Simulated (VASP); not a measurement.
# Ti in VASP: further runs

The runs below take Ti through single point, with LDA.

Everything below comes from runs of VASP 6.6.1. Logs are shortened: lines on timing, memory, paths and dates and some standing lists are left out, and cuts for length are marked.

### Step 1. The structure

The cell holds a slab with vacuum, 6 atoms: a = 2.950 Å, b = 2.950 Å, c = 17.715 Å, α = 90.00°, β = 90.00°, γ = 120.00°.

The slab is cut from a database's or a generator's crystal, which needn't be the stable form of the element.

### Step 2. Single point, LDA

File INCAR:

```
SYSTEM = Ti
ALGO = Normal
DIPOL = 0.5 0.5 0.500
EDIFF = 1E-7
ENCUT = 400
IDIPOL = 3
ISIF = 2
ISMEAR = 1
LASPH = .TRUE.
LCHARG = .FALSE.
LDIPOL = .TRUE.
LREAL = .FALSE.
LVACPOTAV = .TRUE.
LVHAR = .TRUE.
LWAVE = .FALSE.
NBANDS = 50
NELM = 120
PREC = Accurate
SIGMA = 0.1
```

File KPOINTS:

```
k-points
0
G
  10 10 1
  0 0 0
```

File POSCAR:

```
Ti
1.0
    2.9499978604      0.0000000000      0.0000000000
   -1.4749989302      2.5547730882      0.0000000000
    0.0000000000      0.0000000000     17.7150000000
Ti
6
Direct
    0.6666666667      0.3333333334      0.1693480102
    0.3333333333      0.6666666666      0.3016088061
    0.6666666667      0.3333333334      0.4338696020
    0.3333333333      0.6666666666      0.5661303980
    0.6666666667      0.3333333334      0.6983911939
    0.3333333333      0.6666666666      0.8306519898
```

Potentials or basis: VASP PAW LDA potentials, release 64 (Ti_sv).

Started as:

```
$ cat potpaw_LDA.64/Ti_sv/POTCAR > POTCAR
$ mpirun -np 1 vasp_std > vasp.out
```

OUTCAR:

```text
SYSTEM = Ti
   EDIFF = 1E-7
   ENCUT = 400
   ISIF = 2
   ISMEAR = 1
   LASPH = .TRUE.
   LREAL = .FALSE.
   NELM = 120
   PREC = Accurate

 Found     14 irreducible k-points:

 Following reciprocal coordinates:
            Coordinates               Weight
  0.000000  0.000000  0.000000      1.000000
  0.100000  0.000000  0.000000      6.000000
  0.200000  0.000000  0.000000      6.000000
  0.300000  0.000000  0.000000      6.000000
  0.400000  0.000000  0.000000      6.000000
  0.500000  0.000000  0.000000      3.000000
   k-points           NKPTS =     14   k-points in BZ     NKDIM =     14   number of bands    NBANDS=     50
   number of dos      NEDOS =    301   number of ions     NIONS =      6
   total plane-waves  NPLWV =  48000
   dimension x,y,z NGX =    20 NGY =   20 NGZ =  120
   dimension x,y,z NGXF=    40 NGYF=   40 NGZF=  240
   ions per type =               6
   NGX,Y,Z   is equivalent  to a cutoff of  11.27, 11.27, 11.26 a.u.
   NGXF,Y,Z  is equivalent  to a cutoff of  22.54, 22.54, 22.52 a.u.
 SYSTEM =  Ti
   PREC   = accura    normal or accurate (medium, high low for compatibility)
   ISTART =      0    job   : 0-new  1-cont  2-samecut
   ICHARG =      2    charge: 1-file 2-atom 10-const
   ISPIN  =      1    spin polarized calculation?
   LNONCOLLINEAR =      F non collinear calculations
   LSORBIT =      F    spin-orbit coupling
   LASPH  =      T    aspherical Exc in radial PAW
   ENCUT  =  400.0 eV  29.40 Ry    5.42 a.u.   4.81  4.81 28.89*2*pi/ulx,y,z
   NELM   =    120;   NELMIN=  2; NELMDL= -5     # of ELM steps
   EDIFF  = 0.1E-06   stopping-criterion for ELM
   LREAL  =      F    real-space projection
   EDIFFG = 0.1E-05   stopping-criterion for IOM
   NSW    =      0    number of steps for IOM
   IBRION =     -1    ionic relax: 0-MD 1-quasi-New 2-CG
   NFREE  =      0    steps in history (QN), initial steepest desc. (CG)
   ISIF   =      2    stress and relaxation
   ISYM   =      2    0-nonsym 1-usesym 2-fastsym
   POTIM  = 0.5000    time-step for ionic-motion
   TEBEG  =    0.0;   TEEND  =   0.0 temperature during run
   PSTRESS=    0.0 pullay stress
   NELECT =      72.0000    total number of electrons
   NUPDOWN=      -1.0000    fix difference up-down
   EMIN   =  10.00;   EMAX   =-10.00  energy-range for DOS
   EFERMI =   0.00;   METHOD = LEGACY
   ISMEAR =     1;   SIGMA  =   0.10  broadening in eV -4-tet -1-fermi 0-gaus
   EFERMI_NEDOS =   21; number of points for ismear=-14 and -15
   IALGO  =     38    algorithm
   IMIX   =      4    mixing-type and parameters
     AMIX     =   0.40;   BMIX     =  1.00
     AMIX_MAG =   1.60;   BMIX_MAG =  1.00
  volume/ion in A,a.u.               =      22.25       150.16
  Fermi-wavevector in a.u.,A,eV,Ry     =   1.332541  2.518137 24.159398  1.775666
  Thomas-Fermi vector in A             =   2.461468
   LORBIT       =      0    0 simple, 1 ext, 2 COOP (PROOUT), +10 PAW based schemes
   GGA     = CA    functional components
   LHFCALC =     F    Hartree Fock is set to
   AEXX    =    0.0000 exact exchange contribution
   IVDW    =     0    specifies the selected vdW correction
   LEPSILON=     F    determine dielectric tensor
   LRPA    =     F    only Hartree local field effects (RPA)
 non-spin polarized calculation
 Methfessel and Paxton  Order N= 1 SIGMA  =   0.10
  energy-cutoff  :      400.00
  volume of cell :      133.51
 maximum number of plane-waves:      2457
 NGX is ok and might be reduce to    20
   NGX =  9   NGY =  9   NGZ = 57

 number of electron      71.9999978 magnetization

 dipolmoment           0.000000      0.000000      0.000000 electrons x Angstroem

 Free energy of the ion-electron system (eV)
  ---------------------------------------------------
  ext. energy  EPLUGINS =         0.00000000
  ---------------------------------------------------
  free energy    TOTEN  =       -48.74554896 eV

  energy without entropy =      -48.75028567  energy(sigma->0) =      -48.74712786

 E-fermi :   5.4990     XC(G=0): -10.1637

 val. band max:        5.4889456685   @ k =   0.2000   0.0000   0.0000
 cond. band min:       5.5076466593   @ k =   0.3000   0.0000   0.0000
 fundamental gap:      0.0187009908
 Fermi energy:         5.4989662913

 k-point     1 :       0.0000    0.0000    0.0000
  band No.  band energies     occupation
      1     -50.7991      2.00000
      2     -50.7990      2.00000
      3     -50.6492      2.00000
      4     -50.6085      2.00000
      5     -50.5662      2.00000
      6     -50.5390      2.00000
[... 40 lines left out ...]
     47       6.4373     -0.00000
     48       6.6419     -0.00000

 k-point     2 :       0.1000    0.0000    0.0000
  band No.  band energies     occupation
      1     -50.7916      2.00000
      2     -50.7915      2.00000
      3     -50.6400      2.00000
      4     -50.6010      2.00000
      5     -50.5602      2.00000
      6     -50.5343      2.00000
[... 40 lines left out ...]
     47       6.5881     -0.00000
     48       6.6288     -0.00000

 k-point     3 :       0.2000    0.0000    0.0000
  band No.  band energies     occupation
      1     -50.7724      2.00000
      2     -50.7724      2.00000
      3     -50.6155      2.00000
      4     -50.5811      2.00000
      5     -50.5454      2.00000
      6     -50.5236      2.00000
[... 40 lines left out ...]
     47       6.8726     -0.00000
     48       6.9822     -0.00000

 k-point     4 :       0.3000    0.0000    0.0000
  band No.  band energies     occupation
      1     -50.7490      2.00000
      2     -50.7489      2.00000
      3     -50.5837      2.00000
      4     -50.5561      2.00000
      5     -50.5281      2.00000
      6     -50.5120      2.00000
[... 40 lines left out ...]
     47       7.3049     -0.00000
     48       7.4529     -0.00000

 k-point     5 :       0.4000    0.0000    0.0000
  band No.  band energies     occupation
      1     -50.7299      2.00000
      2     -50.7298      2.00000
      3     -50.5549      2.00000
      4     -50.5349      2.00000
      5     -50.5150      2.00000
      6     -50.5054      2.00000
[... 40 lines left out ...]
     47       7.9010      0.00000
     48       8.0339      0.00000

 k-point     6 :       0.5000    0.0000    0.0000
  band No.  band energies     occupation
      1     -50.7227      2.00000
      2     -50.7226      2.00000
      3     -50.5423      2.00000
      4     -50.5263      2.00000
      5     -50.5108      2.00000
      6     -50.5047      2.00000
[... 40 lines left out ...]
     47       8.1944      0.00000
     48       8.2414      0.00000

 [... further k-points ...]

 [bands above 48 left out]

------------------------ aborting loop because EDIFF is reached ----------------------------------------

  FORCE on cell =-STRESS in cart. coord.  units (eV):
  Direction    XX          YY          ZZ          XY          YZ          ZX
  --------------------------------------------------------------------------------------
  -------------------------------------------------------------------------------------
  Total       -8.2497558     -8.2497558     -9.0627004      0.0000000      0.0000000      0.0000000
  in kB      -99.0002938    -99.0002938   -108.7559477      0.0000000      0.0000000      0.0000000
  external PRESSURE =    -102.2521784 kB  Pullay stress =       0.0000000 kB

 VOLUME and BASIS-vectors are now :
 -----------------------------------------------------------------------------
  energy-cutoff  :      400.00
  volume of cell :      133.51
      direct lattice vectors                 reciprocal lattice vectors
     2.949997860  0.000000000  0.000000000     0.338983297  0.195712098  0.000000000
    -1.474998930  2.554773088  0.000000000     0.000000000  0.391424195  0.000000000
     0.000000000  0.000000000 17.715000000     0.000000000  0.000000000  0.056449337

 POSITION                                       TOTAL-FORCE (eV/Angst)
 -----------------------------------------------------------------------------------
      1.47500      0.85159      3.00000        -0.000000      0.000000      0.957824
     -0.00000      1.70318      5.34300         0.000000      0.000000     -0.584688
      1.47500      0.85159      7.68600        -0.000000      0.000000      0.061067
     -0.00000      1.70318     10.02900         0.000000      0.000000     -0.061067
      1.47500      0.85159     12.37200        -0.000000      0.000000      0.584688
     -0.00000      1.70318     14.71500         0.000000      0.000000     -0.957824
 -----------------------------------------------------------------------------------
    total drift:                                0.000000     -0.000000      0.000000

  FREE ENERGIE OF THE ION-ELECTRON SYSTEM (eV)
  ---------------------------------------------------
  free  energy   TOTEN  =       -48.7455489603 eV

  energy  without entropy=      -48.7502856715  energy(sigma->0) =      -48.74712786
```

Wall time 1.8 min (1 thread of AMD EPYC 7R13 (Zen 3), shared host); peak memory 0.16 GiB.

These settings aren't checked as converged: the numbers below hold their error.

Results:

```
Free energy            : -48.7455 eV
Largest force          : 0.958 eV/Å
Band gap on the k mesh : none (metal or under the smearing width)
```

### Step 3. Single point, LDA

This run uses another cell than the first one, of 24.76 Å³/atom, 1.113 times its volume.

INCAR is that of step 2.

KPOINTS is that of step 2.

File POSCAR:

```
Ti
1.0
    2.9499978604      0.0000000000      0.0000000000
   -1.4749989302      2.5547730882      0.0000000000
    0.0000000000      0.0000000000     19.7150000000
Ti
6
Direct
    0.6666666667      0.3333333334      0.2028911996
    0.3333333333      0.6666666666      0.3217347198
    0.6666666667      0.3333333334      0.4405782399
    0.3333333333      0.6666666666      0.5594217601
    0.6666666667      0.3333333334      0.6782652802
    0.3333333333      0.6666666666      0.7971088004
```

Potentials or basis: VASP PAW LDA potentials, release 64 (Ti_sv).

Started as:

```
$ cat potpaw_LDA.64/Ti_sv/POTCAR > POTCAR
$ mpirun -np 1 vasp_std > vasp.out
```

Wall time 2.7 min (1 thread of AMD EPYC 7R13 (Zen 3), shared host); peak memory 0.17 GiB.

These settings aren't checked as converged: the numbers below hold their error.

What came out:

* Free energy: -48.6991 eV
* Largest force: 1.043 eV/Å
* Band gap on the k mesh: none (metal or under the smearing width)

### Step 4. Single point, LDA

INCAR: that of step 3 with these lines changed.

```diff
@@ -2,3 +2,2 @@
 ALGO = Normal
-DIPOL = 0.5 0.5 0.500
 EDIFF = 1E-7
@@ -10,3 +9,2 @@
 LCHARG = .FALSE.
-LDIPOL = .TRUE.
 LREAL = .FALSE.
```

File KPOINTS:

```
k-points
0
G
  13 13 1
  0 0 0
```

File POSCAR:

```
Ti
1.0
    2.9499978604      0.0000000000      0.0000000000
   -1.4749989302      2.5547730882      0.0000000000
    0.0000000000      0.0000000000     17.7150000000
Ti
6
Direct
    0.6666666667      0.3333333334      0.1693480102
    0.3333333333      0.6666666666      0.3016088061
    0.6666666667      0.3333333334      0.4338696020
    0.3333333333      0.6666666666      0.5661303980
    0.6666666667      0.3333333334      0.6983911939
    0.3333333333      0.6666666666      0.8306519898
```

Started as:

```
$ cat potpaw_LDA.64/Ti_sv/POTCAR > POTCAR
$ mpirun -np 1 vasp_std > vasp.out
```

It took 2.6 min on 1 thread of AMD EPYC 7R13 (Zen 3), shared host; peak memory 0.17 GiB.

These settings aren't checked as converged: the numbers below hold their error.

What came out:

* Free energy: -48.7467 eV
* Largest force: 0.935 eV/Å
* Band gap on the k mesh: none (metal or under the smearing width)

### Step 5. Single point, LDA

This run uses another cell than the first one, of 24.76 Å³/atom, 1.113 times its volume.

INCAR: that of step 4 with these lines changed.

```diff
@@ -2,2 +2,3 @@
 ALGO = Normal
+DIPOL = 0.5 0.5 0.500
 EDIFF = 1E-7
@@ -9,2 +10,3 @@
 LCHARG = .FALSE.
+LDIPOL = .TRUE.
 LREAL = .FALSE.
```

KPOINTS is that of step 4.

File POSCAR:

```
Ti
1.0
    2.9499978604      0.0000000000      0.0000000000
   -1.4749989302      2.5547730882      0.0000000000
    0.0000000000      0.0000000000     19.7150000000
Ti
6
Direct
    0.6666666667      0.3333333334      0.2028911996
    0.3333333333      0.6666666666      0.3217347198
    0.6666666667      0.3333333334      0.4405782399
    0.3333333333      0.6666666666      0.5594217601
    0.6666666667      0.3333333334      0.6782652802
    0.3333333333      0.6666666666      0.7971088004
```

Started as:

```
$ cat potpaw_LDA.64/Ti_sv/POTCAR > POTCAR
$ mpirun -np 1 vasp_std > vasp.out
```

Wall time 3.4 min (1 thread of AMD EPYC 7R13 (Zen 3), shared host); peak memory 0.18 GiB.

The run converged, but some of its settings lie outside the range that counts as converged, so its numbers aren't taken as properties of the slab.

What came out:

```yaml
Free_energy: -48.6973 eV
Largest_force: 1.032 eV/Å
Band_gap_on_the_k_mesh: none (metal or under the smearing width)
```
